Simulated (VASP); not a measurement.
# MnS (Browneite) (F-43m) in VASP: single point with PBEsol+D4

Aim: the single point of MnS (Browneite) with PBEsol+D4.

Everything below comes from runs of VASP 6.6.1. Logs are shortened: lines on timing, memory, paths and dates and some standing lists are left out, and cuts for length are marked.

### Step 1. The crystal as given

It takes space group F-43m (No. 216, cubic). The conventional cell has a = 5.600 Å, b = 5.600 Å, c = 5.600 Å, α = 90.00°, β = 90.00°, γ = 90.00°. Mn (site symmetry -43m) is surrounded by 4 S at 2.42 Å. Around S (site symmetry -43m) lie 4 Mn at 2.42 Å.

### Step 2. Single point, PBEsol+D4, collinear spin, typed start

Contents of INCAR:

```
  PREC = Accurate
  ENCUT = 520
  EDIFF = 1E-6
  ISMEAR = -1
  SIGMA = 0.1
  LREAL = False
  LASPH = True
  NELM = 150
  ALGO = Normal
  ISIF = 2
  LWAVE = False
  LCHARG = False
  ISPIN = 2
  MAGMOM = 5.2 0
  LORBIT = 11
  LMAXMIX = 4
  GGA = PS
  IVDW = 13
  NBANDS = 20
```

Contents of KPOINTS:

```
regular mesh
0
Gamma
  8 8 8
```

Contents of POSCAR:

```
MnS
1.0
    0.0000000000      2.8000000000      2.8000000000
    2.8000000000      0.0000000000      2.8000000000
    2.8000000000      2.8000000000      0.0000000000
Mn S
1 1
Direct
    0.0000000000      0.0000000000      0.0000000000
    0.2500000000      0.2500000000      0.2500000000
```

Potentials or basis: VASP PAW PBE potentials, release 64 (Mn_pv, S).

Command:

```
$ cat potpaw_PBE.64/Mn_pv/POTCAR potpaw_PBE.64/S/POTCAR > POTCAR
$ mpirun -np 1 vasp_std > vasp.out
```

OUTCAR:

```text
PREC = Accurate
   ENCUT = 520
   EDIFF = 1E-6
   ISMEAR = -1
   LREAL = False
   LASPH = True
   NELM = 150
   ISIF = 2
   ISPIN = 2
   LORBIT = 11
   GGA = PS
   IVDW = 13

 ion  position               nearest neighbor table
   1  0.000  0.000  0.000-   2 2.42   2 2.42   2 2.42   2 2.42
   2  0.250  0.250  0.250-   1 2.42   1 2.42   1 2.42   1 2.42

  LATTYP: Found a face centered cubic cell.
 ALAT       =     5.6000000000

  Lattice vectors:

 A1 = (   0.0000000000,   2.8000000000,   2.8000000000)
 A2 = (   2.8000000000,   0.0000000000,   2.8000000000)
 A3 = (   2.8000000000,   2.8000000000,   0.0000000000)

Analysis of symmetry for initial positions (statically):
=====================================================================
 Subroutine PRICEL returns:
 Original cell was already a primitive cell.

 Routine SETGRP: Setting up the symmetry group for a
 face centered cubic supercell.

 Subroutine GETGRP returns: Found 24 space group operations
 (whereof 24 operations were pure point group operations)
 out of a pool of 48 trial point group operations.

The static configuration has the point symmetry T_d .

Analysis of symmetry for dynamics (positions and initial velocities):
=====================================================================
 Subroutine PRICEL returns:
 Original cell was already a primitive cell.

 Routine SETGRP: Setting up the symmetry group for a
 face centered cubic supercell.

 Subroutine GETGRP returns: Found 24 space group operations
 (whereof 24 operations were pure point group operations)
 out of a pool of 48 trial point group operations.

The dynamic configuration has the point symmetry T_d .

Analysis of structural, dynamic, and magnetic symmetry:
=====================================================================
 Subroutine PRICEL returns:
 Original cell was already a primitive cell.

 Routine SETGRP: Setting up the symmetry group for a
 face centered cubic supercell.

 Subroutine GETGRP returns: Found 24 space group operations
 (whereof 24 operations were pure point group operations)
 out of a pool of 48 trial point group operations.

The overall configuration has the point symmetry T_d .

 Subroutine INISYM returns: Found 24 space group operations
 (whereof 24 operations are pure point group operations),
 and found     1 'primitive' translations

----------------------------------------------------------------------------------------

                                     Primitive cell

  volume of cell :      43.9040

  direct lattice vectors                    reciprocal lattice vectors
     0.000000000  2.800000000  2.800000000    -0.178571429  0.178571429  0.178571429
     2.800000000  0.000000000  2.800000000     0.178571429 -0.178571429  0.178571429
     2.800000000  2.800000000  0.000000000     0.178571429  0.178571429 -0.178571429

  length of vectors
     3.959797975  3.959797975  3.959797975     0.309294787  0.309294787  0.309294787

  position of ions in fractional coordinates (direct lattice)
     0.000000000  0.000000000  0.000000000
     0.250000000  0.250000000  0.250000000

  ion indices of the primitive-cell ions
   primitive index   ion index
                 1           1
                 2           2

----------------------------------------------------------------------------------------

 KPOINTS: regular mesh

Automatic generation of k-mesh.
 Grid dimensions read from file:
 generate k-points for:    8    8    8

 Generating k-lattice:

  Cartesian coordinates                     Fractional coordinates (reciprocal lattice)
    -0.022321429  0.022321429  0.022321429     0.125000000  0.000000000  0.000000000
     0.022321429 -0.022321429  0.022321429     0.000000000  0.125000000  0.000000000
     0.022321429  0.022321429 -0.022321429     0.000000000  0.000000000  0.125000000

  Length of vectors
     0.038661848  0.038661848  0.038661848

  Shift w.r.t. Gamma in fractional coordinates (k-lattice)
     0.000000000  0.000000000  0.000000000

 Subroutine IBZKPT returns following result:
 ===========================================

 Found     29 irreducible k-points:

 Following reciprocal coordinates:
            Coordinates               Weight
  0.000000  0.000000  0.000000      1.000000
  0.125000  0.000000  0.000000      8.000000
  0.250000  0.000000  0.000000      8.000000
  0.375000  0.000000  0.000000      8.000000
  0.500000  0.000000  0.000000      4.000000
  0.125000  0.125000  0.000000      6.000000
[... 16 lines left out ...]
  0.500000  0.250000  0.125000     48.000000
 -0.375000  0.250000  0.125000     24.000000
 [... further k-points ...]
   k-points           NKPTS =     29   k-points in BZ     NKDIM =     29   number of bands    NBANDS=     20
   number of dos      NEDOS =    301   number of ions     NIONS =      2
   total plane-waves  NPLWV =  27000
   dimension x,y,z NGX =    30 NGY =   30 NGZ =   30
   dimension x,y,z NGXF=    60 NGYF=   60 NGZF=   60
   ions per type =               1   1
   NGX,Y,Z   is equivalent  to a cutoff of  12.60, 12.60, 12.60 a.u.
   NGXF,Y,Z  is equivalent  to a cutoff of  25.19, 25.19, 25.19 a.u.
 SYSTEM =  unknown system
   PREC   = accura    normal or accurate (medium, high low for compatibility)
   ISTART =      0    job   : 0-new  1-cont  2-samecut
   ICHARG =      2    charge: 1-file 2-atom 10-const
   ISPIN  =      2    spin polarized calculation?
   LNONCOLLINEAR =      F non collinear calculations
   LSORBIT =      F    spin-orbit coupling
   LASPH  =      T    aspherical Exc in radial PAW
   ENCUT  =  520.0 eV  38.22 Ry    6.18 a.u.   7.36  7.36  7.36*2*pi/ulx,y,z
   NELM   =    150;   NELMIN=  2; NELMDL= -5     # of ELM steps
   EDIFF  = 0.1E-05   stopping-criterion for ELM
   LREAL  =      F    real-space projection
   EDIFFG = 0.1E-04   stopping-criterion for IOM
   NSW    =      0    number of steps for IOM
   IBRION =     -1    ionic relax: 0-MD 1-quasi-New 2-CG
   NFREE  =      0    steps in history (QN), initial steepest desc. (CG)
   ISIF   =      2    stress and relaxation
   ISYM   =      2    0-nonsym 1-usesym 2-fastsym
   POTIM  = 0.5000    time-step for ionic-motion
   TEBEG  =    0.0;   TEEND  =   0.0 temperature during run
   PSTRESS=    0.0 pullay stress
   NELECT =      19.0000    total number of electrons
   NUPDOWN=      -1.0000    fix difference up-down
   EMIN   =  10.00;   EMAX   =-10.00  energy-range for DOS
   EFERMI =   0.00;   METHOD = LEGACY
   ISMEAR =    -1;   SIGMA  =   0.10  broadening in eV -4-tet -1-fermi 0-gaus
   EFERMI_NEDOS =   21; number of points for ismear=-14 and -15
   IALGO  =     38    algorithm
   IMIX   =      4    mixing-type and parameters
     AMIX     =   0.40;   BMIX     =  1.00
     AMIX_MAG =   1.60;   BMIX_MAG =  1.00
  volume/ion in A,a.u.               =      21.95       148.14
  Fermi-wavevector in a.u.,A,eV,Ry     =   1.238297  2.340041 20.862879  1.533378
  Thomas-Fermi vector in A             =   2.372828
   LORBIT       =     11    0 simple, 1 ext, 2 COOP (PROOUT), +10 PAW based schemes
   GGA     = PS    functional components
   LHFCALC =     F    Hartree Fock is set to
   AEXX    =    0.0000 exact exchange contribution
   IVDW    =    13    specifies the selected vdW correction
   LEPSILON=     F    determine dielectric tensor
   LRPA    =     F    only Hartree local field effects (RPA)
 spin polarized calculation
  energy-cutoff  :      520.00
  volume of cell :       43.90
 maximum number of plane-waves:      1243
 NGX is ok and might be reduce to    30
   NGX = 15   NGY = 15   NGZ = 15

 number of electron      18.9999987 magnetization       4.8444540

 Free energy of the ion-electron system (eV)
  ---------------------------------------------------
  ext. energy  EPLUGINS =         0.00000000
  ---------------------------------------------------
  free energy    TOTEN  =       -14.76980979 eV

  energy without entropy =      -14.74203445  energy(sigma->0) =      -14.75592212

 E-fermi :   4.3045     XC(G=0):  -9.5260

 val. band max:        4.2722461179   @ k =   0.1250   0.1250   0.0000
 cond. band min:       4.3183629704   @ k =   0.5000   0.5000   0.0000
 fundamental gap:      0.0461168525
 Fermi energy:         4.3044600123

 spin component 1

 k-point     1 :       0.0000    0.0000    0.0000
  band No.  band energies     occupation
      1     -46.1730      1.00000
      2     -46.1730      1.00000
      3     -46.1730      1.00000
      4      -9.5129      1.00000
      5      -0.4747      1.00000
      6      -0.4747      1.00000
[... 12 lines left out ...]
     19      16.2054      0.00000
     20      16.9054      0.00000
[... 507 lines left out ...]
 k-point    24 :      -0.3750    0.2500    0.1250
  band No.  band energies     occupation
      1     -46.1759      1.00000
      2     -46.1743      1.00000
      3     -46.1738      1.00000
      4      -8.7070      1.00000
      5      -1.0927      1.00000
      6      -0.5076      1.00000
[... 12 lines left out ...]
     19      17.0992      0.00000
     20      18.1775      0.00000

 [... further k-points ...]

 spin component 2

 k-point     1 :       0.0000    0.0000    0.0000
  band No.  band energies     occupation
      1     -41.6903      1.00000
      2     -41.6903      1.00000
      3     -41.6903      1.00000
      4      -9.1937      1.00000
      5       1.0900      1.00000
      6       1.0900      1.00000
[... 12 lines left out ...]
     19      17.0833      0.00000
     20      17.8614      0.00000
[... 507 lines left out ...]
 k-point    24 :      -0.3750    0.2500    0.1250
  band No.  band energies     occupation
      1     -41.6946      1.00000
      2     -41.6923      1.00000
      3     -41.6915      1.00000
      4      -8.4405      1.00000
      5      -0.4492      1.00000
      6       0.5818      1.00000
[... 12 lines left out ...]
     19      17.8046      0.00000
     20      19.1755      0.00000

 [... further k-points ...]

------------------------ aborting loop because EDIFF is reached ----------------------------------------

  DFT-D4 for vdW energy calculation

  Edisp (eV):   -0.38052

  FORCE on cell =-STRESS in cart. coord.  units (eV):
  Direction    XX          YY          ZZ          XY          YZ          ZX
  --------------------------------------------------------------------------------------
  -------------------------------------------------------------------------------------
  Total      -1.03860    -1.03860    -1.03860    -0.00000     0.00000    -0.00000
  in kB     -37.90123   -37.90123   -37.90123    -0.00000     0.00000    -0.00000
  external pressure =      -37.90 kB  Pullay stress =        0.00 kB

 VOLUME and BASIS-vectors are now :
 -----------------------------------------------------------------------------
  energy-cutoff  :      520.00
  volume of cell :       43.90
      direct lattice vectors                 reciprocal lattice vectors
     0.000000000  2.800000000  2.800000000    -0.178571429  0.178571429  0.178571429
     2.800000000  0.000000000  2.800000000     0.178571429 -0.178571429  0.178571429
     2.800000000  2.800000000  0.000000000     0.178571429  0.178571429 -0.178571429

 POSITION                                       TOTAL-FORCE (eV/Angst)
 -----------------------------------------------------------------------------------
      0.00000      0.00000      0.00000         0.000000      0.000000      0.000000
      1.40000      1.40000      1.40000        -0.000000     -0.000000     -0.000000
 -----------------------------------------------------------------------------------
    total drift:                               -0.000000     -0.000000     -0.000000

  FREE ENERGIE OF THE ION-ELECTRON SYSTEM (eV)
  ---------------------------------------------------
  free  energy   TOTEN  =       -15.1503341239 eV

  energy  without entropy=      -15.1225587828  energy(sigma->0) =      -15.13644645

 total charge

# of ion       s       p       d       tot
------------------------------------------
    1        0.263   6.215   4.905  11.383
    2        1.310   2.416   0.000   3.726
--------------------------------------------------
tot          1.574   8.630   4.905  15.109

 magnetization (x)

# of ion       s       p       d       tot
------------------------------------------
    1        0.048   0.065   4.161   4.275
    2        0.010   0.061   0.000   0.071
--------------------------------------------------
tot          0.059   0.126   4.161   4.346
```

It took 37 s on 1 thread of Intel Xeon Platinum 8375C at 2.90GHz (Ice Lake), shared host; peak memory 0.2 GiB.

Results:

```
Free energy                                           : -15.1503 eV
Pressure                                              : -3.8 GPa
Band gap on the k mesh                                : none (metal or under the smearing width)
Net moment                                            : 4.84 μB per cell
Site moments                                          : Mn +4.28; S +0.07 μB
Valence electrons inside the program's atomic spheres : Mn 11.38; S 3.73
Dispersion energy per atom                            : -0.190 eV
```

Caveat: the PAW data sets were made with another functional, which shifts forces and pressure a little; a cell with one magnetic atom can't hold antiferromagnetic order, which such compounds often take; semilocal functionals often make such compounds metallic where correlation or magnetic order opens a gap, which also shifts bond lengths; pairwise dispersion overbinds metals, which lowers pressure and volume.
